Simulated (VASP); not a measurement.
**A VASP 6.6.1 single-point calculation on NaH**

INCAR

```
ISIF = 2
NSW = 0
NELM = 63
LWAVE = .FALSE.
ALGO = Normal
IBRION = -1
NBANDS = 11
EDIFF = 1E-7
SIGMA = 0.01
PREC = Accurate
ISMEAR = 0
ENCUT = 520
LASPH = .TRUE.
LREAL = .FALSE.
LCHARG = .FALSE.
METAGGA = R2SCAN
```

KPOINTS

```
KPOINTS created by Atomic Simulation Environment
0
Gamma
1 1 1
0 0 0
```

POSCAR

```
Na H
 1.0000000000000000
     0.0000000000000000    2.5202642382999998    2.5202642382999998
     2.5202642382999998    0.0000000000000000    2.5202642382999998
     2.5202642382999998    2.5202642382999998    0.0000000000000000
 Na  H
   1   1
Cartesian
  0.0000000000000000  0.0000000000000000  0.0000000000000000
  2.5202642382999998  2.5202642382999998  2.5202642382999998
```

The recommended PBE PAW datasets give the neutral cell 8 valence electrons.

Command

```
mpirun -np 1 vasp_std
```

OSZICAR

```
N       E                     dE             d eps       ncg     rms          rms(c)
DAV:   1     0.475753167964E+02    0.47575E+02   -0.41821E+03    25   0.728E+02
DAV:   2    -0.105051475483E+02   -0.58080E+02   -0.57942E+02    22   0.242E+02
DAV:   3    -0.122673872666E+02   -0.17622E+01   -0.17615E+01    28   0.408E+01
DAV:   4    -0.122859242475E+02   -0.18537E-01   -0.18535E-01    22   0.403E+00
DAV:   5    -0.122862849285E+02   -0.36068E-03   -0.36068E-03    44   0.537E-01    0.537E-01
DAV:   6    -0.117987091367E+02    0.48758E+00   -0.14972E-01    25   0.480E+00    0.432E-01
DAV:   7    -0.117968943374E+02    0.18148E-02   -0.18120E-02    25   0.179E+00    0.132E-01
DAV:   8    -0.117981073694E+02   -0.12130E-02   -0.18221E-03    22   0.398E-01    0.784E-02
DAV:   9    -0.117982074917E+02   -0.10012E-03   -0.10406E-03    25   0.479E-01    0.282E-02
DAV:  10    -0.117981869576E+02    0.20534E-04   -0.78380E-05    25   0.141E-01    0.604E-03
DAV:  11    -0.117981907882E+02   -0.38306E-05   -0.53487E-06    28   0.357E-02    0.556E-04
DAV:  12    -0.117981940878E+02   -0.32996E-05   -0.91593E-08    14   0.370E-03    0.271E-04
DAV:  13    -0.117981948584E+02   -0.77054E-06   -0.36863E-08    11   0.309E-03    0.631E-05
DAV:  14    -0.117981950910E+02   -0.23268E-06   -0.78772E-09    11   0.134E-03    0.560E-05
DAV:  15    -0.117981951806E+02   -0.89588E-07   -0.55014E-09    11   0.120E-03
   1 F= -.11798195E+02 E0= -.11798195E+02  d E =-.254745E-26
```

Standard output (part)

```
POSCAR found type information on POSCAR NaH
 POSCAR found :  2 types and       2 ions
 LDA part: xc-table for (None), standard interpolation
 POSCAR, INCAR and KPOINTS ok, starting setup
 WAVECAR not read
 entering main loop
```

It converged. Results: gap between bands v and c on the k mesh 13.15 eV; least direct gap on the k mesh 13.15 eV; pressure -18.8 GPa. Band v is the last that the valence electrons fill when counted band by band, and c is the next.

Task: Why shouldn't this run be trusted?

Result: One k point for a small cell. On sound settings r²SCAN gives a gap of 4.16 eV on its mesh and a pressure of -2.9 GPa for the intended cell. This run's energy (σ→0) differs from it by -2122 meV an atom.
